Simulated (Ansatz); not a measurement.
Crystal: ZrS2.

```xyz
3
Lattice="3.6914 0.0000 0.0000 -1.8457 3.1968 0.0000 0.0000 0.0000 6.0411" Properties=species:S:1:pos:R:3 pbc="T T T"
Zr    0.0000    0.0000    0.0000
S     0.0000    2.1312    1.4372
S     1.8457    1.0656    4.6038
```

The cell is a database's computed one.

```yaml
Program: Ansatz 0.2.0
Task: relaxation of cell and atoms
Functional: PBEsol
Dispersion: D4
Potentials_or_basis: Ansatz PAW
Cutoff: "420 eV (not typed: the program's choice for these potentials)"
k_mesh: 8 × 8 × 5
Occupations: fermi-dirac, width 0.05 eV
Spin: no spin polarisation
```

At the start: volume 23.76 Å³/atom.

Where does the relaxation end?

It ends after 6 steps and the volume is 21.32 Å³/atom (-10.3 %); space group P-3m1 (No. 164, to 0.05 Å).

Step by step:
```csv
step,energy change (eV),largest force (eV/Å),volume (Å³)
1,0.0000,0.1527,71.29
2,-0.0262,0.0643,62.83
3,-0.0616,0.0361,65.07
4,-0.0647,0.0190,63.95
5,-0.0648,0.0015,63.97
6,-0.0643,0.0017,63.97
```

Final structure:
```xyz
3
Lattice="3.6067 0.0000 0.0000 -1.8033 3.1235 0.0000 0.0000 0.0000 5.6787" Properties=species:S:1:pos:R:3 pbc="T T T"
Zr    0.0000    0.0000    0.0000
S     0.0000    2.0823    1.4577
S     1.8033    1.0412    4.2210
```

Caveat: the plane-wave basis is chosen anew once the cell has moved, so the energies of steps on either side of that aren't comparable; the PAW data sets come from PBE, with cores solved anew for the run's functional, which leaves a small shift of forces and pressure.
